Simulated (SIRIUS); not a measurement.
## As in SIRIUS: the effect of functional

Crystal: As.

```xyz
1
Lattice="2.9795 -0.1006 0.3238 -0.1006 2.5830 0.2619 0.3238 0.2619 2.5486" Properties=species:S:1:pos:R:3 pbc="T T T"
As    1.6013    1.3721    1.5671
```

Alike in all runs:

| Item | Value |
| --- | --- |
| Program | SIRIUS 7.10.0 |
| Task | single point |
| Potentials or basis | PseudoDojo 0.4.1 PBE standard (scalar relativistic) |
| Cutoff | 1152 eV |
| Density cutoff | 4606 eV |
| k mesh | 5 × 5 × 6 |
| Occupations | fermi-dirac, width 0.05 eV |
| Spin | no spin polarisation |

```tsv
functional	pressure (GPa)
LDA	?
PBEsol	3.1
RPBE	9.3
revPBE	8.7
BLYP	13.8
PW91	7.4
AM05	2.5
B86bPBE	8.1
mPWLYP	13.7
APBE	8.4
```

What does the run with functional LDA give?

Pressure 0.7 GPa.

Caveats: all runs use coarse meshes; the potentials were made for another functional, which shifts forces and pressure.

Runs at the PBE level aren't shown here.
